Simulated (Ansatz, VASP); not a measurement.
**Cross-check of KF between VASP and Ansatz**

Aim: how closely do two programs agree when they are given the same cell, functional and k mesh? The cell is taken from a series of VASP runs on this material, whose earlier steps may have relaxed, scaled or displaced it; both programs get it as it stands. Other levels of theory on this material are compared in a session of their own.

Main program and level: Ansatz 0.2.0; plane waves, with VASP 6.6.1 beside it; single point at PBE, spin-orbit coupling.

## 1. The structure

Symmetry: Fm-3m, No. 225, cubic system. Conventional cell: a = 5.344 Å, b = 5.344 Å, c = 5.344 Å, α = 90.00°, β = 90.00°, γ = 90.00°. Nearest to K lie 6 F at 2.67 Å. F has 6 K at 2.67 Å nearest. Farther neighbours and most contacts between anions are not listed.

## 2. Ansatz: single point, PBE, spin-orbit coupling

Ansatz runs on its fully relativistic PAW (standard-fr) files.

With cell and atoms fixed, the geometry can't cause a difference; cores, projectors, grids and the points listed under the comparison can.

Input file input.yaml:

```yaml
crystal:
  lattice:
    - [0.0, 2.67185, 2.67185]
    - [2.67185, 0.0, 2.67185]
    - [2.67185, 2.67185, 0.0]
  atoms:
    - { symbol: K, position: [0.0, 0.0, 0.0] }
    - { symbol: F, position: [0.5, 0.5, 0.5] }
hamiltonian:
  xc: pbe
  pseudopotentials: { kind: paw_fr }
magnetization:
  noncollinear: true
  spin_orbit: true
kpoints:
  mp_grid: { grid: [10, 10, 10] }
scf:
  occupations: { method: gaussian, width: 0.02 }
  n_extra_bands: 8
output:
  forces: true
  stress: true
  eigenvalues: true
  write_density: true
  write_potential: true
  elf: true
  volumetric_format: npy
```

Started as:

```bash
$ ansatz run input.yaml --threads 2 --pin off --max-ram 4608MiB --backend cpu --events-out ev --progress --plain --runs-dir out
```

Numbers of over 12 decimals in the logs are rounded to 6 here.

Output:

```text
scf.n_extra_bands = 8 over 16 filled bands (N_el = 16.0): the run solves 24 bands
Engine: ansatz 0.2.0, aarch64-unknown-linux-gnu
Pseudopotentials: kind: paw_fr
Pseudopotential: K, paw_fr, valence charge 9, recommended cutoff 420 eV (normal), K.paw.azcp#standard-fr
Pseudopotential: F, paw_fr, valence charge 7, recommended cutoff 420 eV (normal), F.paw.azcp#standard-fr
Functional definition: PBE
  parameter kappa = 0.804
  parameter beta = 0.066725
  exchange = pbe_x(kappa = kappa, mu = beta*pi^2/3)
  correlation = pbe_c(beta = beta)
non-collinear run that drives no moment, with spin-orbit: no starting moment large enough to seed its density (crystal.atoms[].spin), no starting occupations that ask for one, no magnetisation constraint and no magnetic field, so the semilocal B_xc is pinned to zero
Crystal: 2 atoms, lattice volume = 38.148 Å³
Basis set: ecut = 420 eV, 725 PW (Γ), exchange–correlation on 54×54×54 points (8 copies of the dense FFT grid, shifted against one another)
Bands: 24, of which v1, the nominal top of the filled ones, is band 16 counted from 1 (15 counted from 0)
Symmetry: 48 space group operations + 48 with time reversal
Magnetic group: BNS 225.117 (UNI 1619), of the structure as read, at distance tolerance 3.4e-5 Å
k-points: 47 of 1000
Projection manifold: j_resolved (fully-relativistic pseudo-atomic orbitals)
Non-local potential: K, projectors of the file, l = 0: 3, l = 1: 4, l = 2: 4
Non-local potential: F, projectors of the file, l = 0: 2, l = 1: 4, l = 2: 2
PAW form: soft (Blöchl's): semilocal exchange-correlation on the pseudo side does not see the compensation charge
PAW one-centre angular grid: K, 110 points (default); XC on 64 Gauss nodes
PAW one-centre angular grid: F, 110 points (default); XC on 64 Gauss nodes
Initial density: superposition of atomic densities (chi_scale 0.1, normalization cell, long waves kept (reshape's long-wave potential 0.00 eV rms))
Initial wavefunctions: pseudopotential atomic-orbital guess
Functional: x = pbe(κ = 0.804, μ = 0.219515), c = pbe(β = 0.066725)
SCF iter   1: F=—  HF=-2351.895348 eV  |F-HF|=—  |Δ(HF+E_count)|=         —  Δρ=1.95e-1  dr2=1.27e1  dr2_m=0.00e0 (ungated)  ethr=3.10e-3  |M|=0.00e0 ∫|m|=0.00e0 μB  |m|>n=0.0e0 m-floor=0.0e0 τ_xc=0.0e0  β_m=0.30  ⟨swp⟩=7.5  Hψ=3278  notcnv=0
preconditioner: auto → none  [insulator: Δε(μ)=2.262 eV  Ē_g=15.948 eV  σ=0.020 eV  W_gap=1.00  n_scr=14 (ndim 8)  ℏωp=22.5 eV  f_vac=0.000  D(μ)=0.00/eV (n_scr^D=0)  ε∞_Penn≈3.0]
SCF iter   2: F=—  HF=-2348.960755 eV  |F-HF|=—  |Δ(HF+E_count)|=    2.93e0  Δρ=5.07e-2  dr2=7.20e-1  dr2_m=0.00e0 (ungated)  ethr=3.10e-3  |M|=0.00e0 ∫|m|=0.00e0 μB  |m|>n=0.0e0 m-floor=0.0e0 τ_xc=0.0e0  β_m=0.29  ⟨swp⟩=3.7  Hψ=1496  notcnv=0  defer=168
SCF iter   3: F=—  HF=-2348.811972 eV  |F-HF|=—  |Δ(HF+E_count)|=   1.49e-1  Δρ=1.98e-2  dr2=1.55e-1  dr2_m=0.00e0 (ungated)  ethr=3.10e-3  |M|=0.00e0 ∫|m|=0.00e0 μB  |m|>n=0.0e0 m-floor=0.0e0 τ_xc=0.0e0  β_m=0.47  ⟨swp⟩=2.0  Hψ=732  notcnv=0  defer=168
SCF iter   4: F=—  HF=-2348.816587 eV  |F-HF|=—  |Δ(HF+E_count)|=   4.62e-3  Δρ=5.86e-3  dr2=7.62e-3  dr2_m=0.00e0 (ungated)  ethr=9.69e-4  |M|=0.00e0 ∫|m|=0.00e0 μB  |m|>n=0.0e0 m-floor=0.0e0 τ_xc=0.0e0  β_m=0.65  ⟨swp⟩=2.0  Hψ=960  notcnv=0  defer=168
SCF iter   5: F=—  HF=-2348.823598 eV  |F-HF|=—  |Δ(HF+E_count)|=   7.01e-3  Δρ=2.42e-3  dr2=2.03e-3  dr2_m=0.00e0 (ungated)  ethr=4.76e-5  |M|=0.00e0 ∫|m|=0.00e0 μB  |m|>n=0.0e0 m-floor=0.0e0 τ_xc=0.0e0  β_m=0.63  ⟨swp⟩=3.8  Hψ=993  notcnv=0  defer=168
SCF iter   6: F=—  HF=-2348.823144 eV  |F-HF|=—  |Δ(HF+E_count)|=   4.54e-4  Δρ=7.73e-4  dr2=2.57e-4  dr2_m=0.00e0 (ungated)  ethr=1.27e-5  |M|=0.00e0 ∫|m|=0.00e0 μB  |m|>n=0.0e0 m-floor=0.0e0 τ_xc=0.0e0  β_m=0.81  ⟨swp⟩=2.0  Hψ=710  notcnv=0  defer=168
SCF iter   7: F=—  HF=-2348.823089 eV  |F-HF|=—  |Δ(HF+E_count)|=   5.47e-5  Δρ=2.06e-4  dr2=1.88e-5  dr2_m=0.00e0 (ungated)  ethr=1.60e-6  |M|=0.00e0 ∫|m|=0.00e0 μB  |m|>n=0.0e0 m-floor=0.0e0 τ_xc=0.0e0  β_m=0.69  ⟨swp⟩=2.0  Hψ=862  notcnv=0  defer=168
SCF iter   8: F=—  HF=-2348.823085 eV  |F-HF|=—  |Δ(HF+E_count)|=   3.91e-6  Δρ=2.95e-5  dr2=3.65e-7  dr2_m=0.00e0 (ungated)  ethr=1.17e-7  |M|=0.00e0 ∫|m|=0.00e0 μB  |m|>n=0.0e0 m-floor=0.0e0 τ_xc=0.0e0  β_m=0.84  ⟨swp⟩=2.0  Hψ=706  notcnv=0  defer=168
SCF iter   9: F=-2348.823085 eV  HF=-2348.823085 eV  |F-HF|=7.74e-9  |Δ(HF+E_count)|=   1.06e-7  Δρ=4.79e-6  dr2=9.08e-9  dr2_m=0.00e0 (ungated)  ethr=6.25e-10  |M|=0.00e0 ∫|m|=0.00e0 μB  |m|>n=0.0e0 m-floor=0.0e0 τ_xc=0.0e0  ⟨swp⟩=13.7  Hψ=4125  notcnv=0
SCF 1 converged in 9 iterations: F = -2348.823085 eV  dr2 = 9.08e-9
  greatest PAW one-centre occupation: 0.988 electrons in one spin orbital (limit 2), on the K atom at site 0 (counted from 0), in its partial waves of l = 0
SCF converged after 9 iterations
Magnetization: |M| = 0.0000 μB,  M = (+0.0000, +0.0000, +0.0000) μB
Absolute magnetization: 0.0000 μB (∫|m|)
  site 0: m = (+0.0000, +0.0000, +0.0000) μB, |m| = 0.0000 μB  (R = 1.10 Å)
  site 1: m = (+0.0000, +0.0000, +0.0000) μB, |m| = 0.0000 μB  (R = 1.10 Å)
Free energy (F): -2348.823085 eV
Harris-Foulkes:  -2348.823085 eV  (|F-HF|=7.74e-9)
Internal energy: -2348.823085 eV  (E = F + TS)
E sigma→0 (E₀):  -2348.823085 eV
Fermi energy:    4.562847 eV
--- Per-component energies (eV) ---
  E_band       = -125.164168
  E_kinetic    = 462.337451
  E_local      = -1111.061205  (includes V_loc(G=0)·N_el)
  E_nonlocal   = 85.971482
  E_hartree    = 400.703982
  E_xc         = -216.471199
  E_vxc        = -269.092330  (∫ρ·V_xc dr)
  E_paw        = -982.243724  (= ΣΔE_a)
  E_vpaw       = -94.732499  (= ΣTr[D̂ρ^β])
  E_aug_tail   = 0.002067  (compensation charges beyond the density's cutoff)
  E_ewald      = -988.061939
  E_smearing   = -0.000000  (= −TS)
  E_closure    = -0.000000  (closes the sum)
  Σ components = -2348.823085   (vs F -2348.823085, Δ=0.00e0)
--- Forces (eV/Å), atoms counted from 1 ---
  atom   1  K      0.00000000    -0.00000000    -0.00000000
  atom   2  F      0.00000000     0.00000000     0.00000000
  max |Σ_I F_I| component: 3.37e-29 eV/Å
--- Stress (GPa, compression-positive) ---
        1.380867       0.000000       0.000000
        0.000000       1.380867       0.000000
       -0.000000       0.000000       1.380867
  P = ⅓ Tr σ = 1.3809 GPa (13.809 kbar)
--- Band table (eV; the first three rows and the last of 47) ---
  k-point 0: bands = [... 12 lower, 1.4826, 1.4826, 1.4826, 1.4826, 7.6431, 7.6431, 12.1352, 12.1352, ... 4 higher]
  k-point 1: bands = [... 12 lower, 1.4221, 1.4221, 1.4476, 1.4476, 7.9244, 7.9244, 11.9688, 11.9688, ... 4 higher]
  k-point 2: bands = [... 12 lower, 1.3223, 1.3223, 1.3580, 1.3580, 8.6744, 8.6744, 11.6622, 11.6622, ... 4 higher]
  k-point 46: bands = [... 12 lower, 1.2782, 1.2782, 1.3284, 1.3284, 10.7067, 10.7067, 11.7262, 11.7262, ... 4 higher]
```

Run time: 9.6 s. Hardware: 2 threads of Arm Neoverse N1, shared host; peak memory 0.39 GiB.

The column dr2 measures how far the density is from self-consistency, as an energy; F and HF (Harris–Foulkes) agree once it is small.

The run ends at a pressure of 1.38 GPa.

## 3. VASP: single point, PBE, spin-orbit coupling

The same cell, functional, mesh and smearing now go to VASP, with its own data sets and cutoff.

Lines of VASP's logs that name or quote its potential files are left out, and so is its time.

Input file INCAR:

```
SYSTEM = KF
PREC = Accurate
ENCUT = 520
EDIFF = 1E-08
NELM = 100
ISMEAR = 0
SIGMA = 0.02
LREAL = .FALSE.
ALGO = Normal
GGA = PE
LNONCOLLINEAR = .TRUE.
MAGMOM = 0 0 0 0 0 0
NBANDS = 28
GGA_COMPAT = .FALSE.
LASPH = .TRUE.
LSORBIT = .TRUE.
LORBIT = 11
LWAVE = .FALSE.
LCHARG = .FALSE.
KPAR = 4
```

Input file POSCAR:

```
KF
1.0
    0.0000000000      2.6718500000      2.6718500000
    2.6718500000      0.0000000000      2.6718500000
    2.6718500000      2.6718500000      0.0000000000
K F
1 1
Direct
    0.0000000000      0.0000000000      0.0000000000
    0.5000000000      0.5000000000      0.5000000000
```

Input file KPOINTS:

```
Automatic mesh
0
Gamma
10 10 10
0 0 0
```

Input file KPOINTS_OPT:

```
points round the band edges
26
Reciprocal
  0.0000000000   0.0000000000   0.0000000000 1
  0.0000000000   0.0000000000   0.0000000000 1
  0.0000000000  -0.0034019051  -0.0034019051 1
  0.0000000000   0.0034019051   0.0034019051 1
 -0.0034019051   0.0000000000  -0.0034019051 1
  0.0034019051   0.0000000000   0.0034019051 1
 -0.0034019051  -0.0034019051   0.0000000000 1
  0.0034019051   0.0034019051   0.0000000000 1
  0.0000000000  -0.0127571440  -0.0127571440 1
  0.0000000000   0.0127571440   0.0127571440 1
 -0.0127571440   0.0000000000  -0.0127571440 1
  0.0127571440   0.0000000000   0.0127571440 1
 -0.0127571440  -0.0127571440   0.0000000000 1
  0.0127571440   0.0127571440   0.0000000000 1
  0.0000000000  -0.0034019051  -0.0034019051 1
  0.0000000000   0.0034019051   0.0034019051 1
 -0.0034019051   0.0000000000  -0.0034019051 1
  0.0034019051   0.0000000000   0.0034019051 1
 -0.0034019051  -0.0034019051   0.0000000000 1
  0.0034019051   0.0034019051   0.0000000000 1
  0.0000000000  -0.0127571440  -0.0127571440 1
  0.0000000000   0.0127571440   0.0127571440 1
 -0.0127571440   0.0000000000  -0.0127571440 1
  0.0127571440   0.0000000000   0.0127571440 1
 -0.0127571440  -0.0127571440   0.0000000000 1
  0.0127571440   0.0127571440   0.0000000000 1
```

The projector-augmented-wave data sets are K_sv and F (PBE family, release 64).

Started as:

```bash
$ mpirun -np 4 vasp_ncl
```

Output:

```text
[banner, memory and clock lines left out]
running    4 mpi-ranks, on    1 nodes
 distrk:  each k-point on    1 cores,    4 groups
 distr:  one band on    1 cores,    1 groups

 POSCAR found type information on POSCAR K F
 POSCAR found :  2 types and       2 ions
 LDA part: xc-table for (Slater+PW92), standard interpolation
 POSCAR, INCAR and KPOINTS ok, starting setup
 FFT: planning ... GRIDC
 FFT: planning ... GRID_SOFT
 FFT: planning ... GRID
 WAVECAR not read
 entering main loop
       N       E                     dE             d eps       ncg     rms          rms(c)
DAV:   1     0.128213321561E+03    0.12821E+03   -0.81206E+03  2632   0.111E+03
DAV:   2    -0.210199170846E+01   -0.13032E+03   -0.12304E+03  3096   0.326E+02
DAV:   3    -0.909692178926E+01   -0.69949E+01   -0.69453E+01  3752   0.672E+01
DAV:   4    -0.955560245772E+01   -0.45868E+00   -0.45821E+00  3944   0.105E+01
DAV:   5    -0.955773465439E+01   -0.21322E-02   -0.21321E-02  3424   0.931E-01    0.638E+00
DAV:   6    -0.831577132570E+01    0.12420E+01   -0.36357E+00  2892   0.159E+01    0.412E+00
DAV:   7    -0.829516565737E+01    0.20606E-01   -0.15959E-01  3488   0.284E+00    0.228E+00
DAV:   8    -0.829172548352E+01    0.34402E-02   -0.53646E-02  3004   0.237E+00    0.396E-01
DAV:   9    -0.829318397918E+01   -0.14585E-02   -0.50819E-03  3604   0.569E-01    0.190E-01
DAV:  10    -0.829395853639E+01   -0.77456E-03   -0.87671E-04  3284   0.203E-01    0.998E-02
DAV:  11    -0.829419052505E+01   -0.23199E-03   -0.16293E-04  2924   0.124E-01    0.486E-02
DAV:  12    -0.829424158553E+01   -0.51060E-04   -0.55734E-05  2876   0.747E-02    0.973E-03
DAV:  13    -0.829424281367E+01   -0.12281E-05   -0.42887E-06  3360   0.219E-02    0.277E-03
DAV:  14    -0.829424322730E+01   -0.41363E-06   -0.75360E-07  3336   0.665E-03    0.179E-03
DAV:  15    -0.829424324441E+01   -0.17113E-07   -0.36543E-07  2788   0.496E-03    0.568E-04
DAV:  16    -0.829424322884E+01    0.15576E-07   -0.47169E-09  2604   0.648E-04    0.202E-04
DAV:  17    -0.829424323206E+01   -0.32194E-08   -0.18146E-09  2004   0.368E-04
   1 F= -.82942432E+01 E0= -.82942432E+01  d E =-.327089E-32  mag=    -0.0000     0.0000    -0.0000
 Start KPOINTS_OPT (optional k-point list driver)
k-point batch [1-26\26]
       N       E                     dE             ncg
DAV:   1    -0.111959924491E+04   -0.12249E+04     1456
DAV:   2    -0.469212272830E+04   -0.35725E+04     1732
DAV:   3    -0.489810934407E+04   -0.20599E+03     2020
DAV:   4    -0.491335349335E+04   -0.15244E+02     1888
DAV:   5    -0.491343741825E+04   -0.83925E-01     1672
DAV:   6    -0.491343854530E+04   -0.11270E-02     1964
DAV:   7    -0.491343854845E+04   -0.31478E-05     1732
DAV:   8    -0.491343854847E+04   -0.28134E-07     1568
DAV:   9    -0.491343854848E+04   -0.18954E-08     1064
```

From OUTCAR (step 3):

```text
ion  position               nearest neighbor table
   1  0.000  0.000  0.000-   2 2.67   2 2.67   2 2.67   2 2.67   2 2.67   2 2.67
   2  0.500  0.500  0.500-   1 2.67   1 2.67   1 2.67   1 2.67   1 2.67   1 2.67

  LATTYP: Found a face centered cubic cell.
 ALAT       =     5.3437000000

 Subroutine GETGRP returns: Found 48 space group operations
 (whereof 48 operations were pure point group operations)

The static configuration has the point symmetry O_h .

 Found     47 irreducible k-points:

   k-points           NKPTS =     47   k-points in BZ     NKDIM =     47   number of bands    NBANDS=     28

   dimension x,y,z NGX =    28 NGY =   28 NGZ =   28
   dimension x,y,z NGXF=    56 NGYF=   56 NGZF=   56

   ENCUT  =  520.0 eV  38.22 Ry    6.18 a.u.   7.03  7.03  7.03*2*pi/ulx,y,z

   NELECT =      16.0000    total number of electrons

 k-points in reciprocal lattice and weights: Automatic mesh
   0.00000000  0.00000000  0.00000000       0.001
   0.10000000  0.00000000  0.00000000       0.008
   0.20000000  0.00000000  0.00000000       0.008
   0.30000000  0.00000000  0.00000000       0.008
   0.40000000  0.00000000  0.00000000       0.008
   0.50000000  0.00000000  0.00000000       0.004
   0.10000000  0.10000000  0.00000000       0.006
   0.20000000  0.10000000  0.00000000       0.024
   0.30000000  0.10000000  0.00000000       0.024
[...]
-0.30000000  0.40000000  0.20000000       0.024
  -0.30000000  0.50000000  0.20000000       0.012

 average (electrostatic) potential at core
       1 -36.0907       2 -77.9501

 E-fermi :  -2.6235

 k-point     1 :       0.0000    0.0000    0.0000
  band No.  band energies     occupation
    ...
     12      -2.8466      1.00000
     13      -2.7837      1.00000
     14      -2.7837      1.00000
     15      -2.7837      1.00000
     16      -2.7837      1.00000
     17       3.3612      0.00000
     18       3.3612      0.00000
     19       7.8733      0.00000
     20       7.8733      0.00000
     21       7.8733      0.00000
    ...

 k-point     2 :       0.1000    0.0000    0.0000
  band No.  band energies     occupation
    ...
     12      -2.9131      1.00000
     13      -2.8440      1.00000
     14      -2.8440      1.00000
     15      -2.8183      1.00000
     16      -2.8183      1.00000
     17       3.6429      0.00000
     18       3.6429      0.00000
     19       7.7048      0.00000
     20       7.7048      0.00000
     21       8.0094      0.00000
    ...

 k-point     3 :       0.2000    0.0000    0.0000
  band No.  band energies     occupation
    ...
     12      -3.1222      1.00000
     13      -2.9435      1.00000
     14      -2.9435      1.00000
     15      -2.9077      1.00000
     16      -2.9077      1.00000
     17       4.3943      0.00000
     18       4.3943      0.00000
     19       7.3954      0.00000
     20       7.3954      0.00000
     21       8.3744      0.00000
    ...

  Total        0.3384271      0.3384271      0.3384271      0.0000000      0.0000000      0.0000000
  in kB       14.2137761     14.2137761     14.2137761      0.0000000      0.0000000      0.0000000
  external PRESSURE =      14.2137761 kB  Pullay stress =       0.0000000 kB

  energy-cutoff  :      520.00
  volume of cell :       38.15
      direct lattice vectors                 reciprocal lattice vectors
     0.000000000  2.671850000  2.671850000    -0.187136254  0.187136254  0.187136254
     2.671850000  0.000000000  2.671850000     0.187136254 -0.187136254  0.187136254
     2.671850000  2.671850000  0.000000000     0.187136254  0.187136254 -0.187136254

 POSITION                                       TOTAL-FORCE (eV/Angst)
 -----------------------------------------------------------------------------------
      0.00000      0.00000      0.00000         0.000000     -0.000000      0.000000
      2.67185      2.67185      2.67185        -0.000000      0.000000     -0.000000
 -----------------------------------------------------------------------------------
    total drift:                                0.000000      0.000000      0.000000

  FREE ENERGIE OF THE ION-ELECTRON SYSTEM (eV)
  ---------------------------------------------------
  free  energy   TOTEN  =        -8.2942432321 eV

  energy  without entropy=       -8.2942432321  energy(sigma->0) =       -8.29424323

 Spin-Orbit-Coupling matrix elements
 Ion:    1  E_soc:     -0.0079668
 Ion:    2  E_soc:     -0.0003919

 total charge
# of ion       s       p       d       tot
------------------------------------------
    1        1.958   5.594   0.033   7.585
    2        1.731   4.353   0.000   6.084
--------------------------------------------------
tot          3.689   9.947   0.033  13.669

 magnetization (x)
# of ion       s       p       d       tot
------------------------------------------
    1        0.000   0.000   0.000   0.000
    2        0.000   0.000   0.000   0.000
--------------------------------------------------
tot          0.000   0.000   0.000   0.000

 magnetization (y)
# of ion       s       p       d       tot
------------------------------------------
    1       -0.000   0.000  -0.000  -0.000
    2        0.000   0.000   0.000   0.000
--------------------------------------------------
tot         -0.000   0.000  -0.000  -0.000

 magnetization (z)
# of ion       s       p       d       tot
------------------------------------------
    1        0.000   0.000   0.000   0.000
    2        0.000  -0.000   0.000  -0.000
--------------------------------------------------
tot          0.000  -0.000   0.000   0.000

[... 3 further parts left out ...]
```

The run ends at a pressure of 1.42 GPa.

## 4. Comparison

Known differences besides the potentials themselves: spin-orbit coupling enters by fully relativistic files in Ansatz and inside the spheres in VASP; the cutoff is 420 eV in Ansatz and 520 eV in VASP. Total energies have different zeros and are not compared.

The two programs side by side:

| quantity | Ansatz | VASP | difference |
| --- | --- | --- | --- |
| pressure (GPa) | 1.38 | 1.42 | -0.04 |
| pressure without Ansatz's Pulay correction (GPa) | 1.07 | 1.42 | -0.35 |
| gap on the k mesh (eV) | 6.161 | 6.145 | +0.016 |

A gap on the mesh is an upper bound, since the band edges may lie between its points. Ansatz's pressure holds a Pulay correction of 0.31 GPa; VASP's holds none.

## 5. What the set-up changes

Further runs change the set-up of one program: Ansatz's method, potentials or start, or VASP's data sets, cutoff or form of LDA. The table gives Ansatz less VASP for each quantity, since a change that brings one quantity closer may part another.

| run | pressure (GPa) | gap on the k mesh (eV) |
| --- | --- | --- |
| as above | -0.041 | 0.016 |
| Ansatz's all-electron LAPW method | -0.041 | 0.012 |

## 6. Results

```yaml
difference_in_gap_on_the_k_mesh_single_point_pbe_spin_orbit_coupling: 0.016 eV
```

What this shows: The difference in gap on the k mesh is 0.016 eV (single point, PBE, spin-orbit coupling), within the 0.08 eV picked in this series as the mark of a large difference. For single point, PBE, spin-orbit coupling, no further run moves any of the tabulated differences by more than a quarter of its size. 7 further runs of this series are not shown here. Such differences can come from data sets, numerical settings and the points named under the comparisons, not from the functional's error against experiment.

[Lines on the potential files, build, host, timing and source positions are cut from VASP's logs without a mark.]

[Logs are printed without paths, hosts, clocks, repeated set-up lines and the standing remarks that a program may print on its own settings, such as how far it seeks lower states.]

[Hosts, paths, dates, database ids (printed as entryN), source tags and the programs' standing remarks are cut or masked in the printed files.]
